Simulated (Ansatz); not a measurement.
**ZnO: O vacancy**

Theory: Ansatz, DFT PBEsol, scalar-relativistic, plane waves, PAW. Settings: 420 eV cutoff, 2×2×2 k-mesh, shifted by half a step, Gaussian smearing of 0.01 eV, no spin polarisation.

Host crystal, relaxed:

```cif
data_structure
_symmetry_space_group_name_H-M 'P 1'
_symmetry_Int_Tables_number 1
_cell_length_a 3.2305
_cell_length_b 3.2305
_cell_length_c 5.2141
_cell_angle_alpha 90.000
_cell_angle_beta 90.000
_cell_angle_gamma 120.000
_cell_volume 47.12
loop_
_atom_site_label
_atom_site_type_symbol
_atom_site_fract_x
_atom_site_fract_y
_atom_site_fract_z
_atom_site_occupancy
Zn1 Zn 0.66667 0.33333 0.50064 1
Zn2 Zn 0.33333 0.66667 0.00064 1
O1 O 0.66667 0.33333 0.87967 1
O2 O 0.33333 0.66667 0.37967 1
```

Supercell of 36 atoms, rows in host cell vectors: 1 2 -1; 1 -1 -1; -2 -1 -1. Atoms relax at the host's cell from a start displaced at random by 0.06 Å near the defect, so other minima may exist. The cell is small, so energies carry finite-size errors of tenths of an eV. The host's Kohn–Sham gap is 0.70 eV. Atoms are taken from and returned to the elements' standard states. Charged cells are corrected for image charges with the computed static dielectric tensor (mean 10.4) and aligned with the host's potential at far atoms (alignment terms reach 0.74 eV; the program doubts the alignment in some charges, where it is up to 0.74 eV). No band-filling term is added, and the Fermi level counts from the host's valence band top.

Defect: O vacancy set at (0.667, 0.333, 0.880) of the host cell. In charge +2 some atom moved by up to 0.5 Å, so the relaxed defect can differ in kind from the start. Before relaxation its nearest neighbours are 3 Zn at 1.97 Å, 1 Zn at 1.98 Å.

```json
{"charge": "+2", "E_f at the valence band top (eV)": "2.60", "over the neutral state (eV)": "-1.23", "moment (μB)": "0.00", "largest move (Å)": "0.50", "atoms near the site": "1 Zn at 2.35 Å, 2 Zn at 2.36 Å, 1 Zn at 2.48 Å"}
{"charge": "0", "E_f at the valence band top (eV)": "3.84", "over the neutral state (eV)": "0.00", "moment (μB)": "0.00", "largest move (Å)": "0.23", "atoms near the site": "1 Zn at 1.74 Å, 2 Zn at 1.77 Å, 1 Zn at 1.78 Å"}
```

Among the charges computed the stable one is +2 at the valence band top, changing to 0 at 0.62 eV.

Cost: 3 runs of about 23 core-minutes in all, on Arm Neoverse V1 (shared hosts).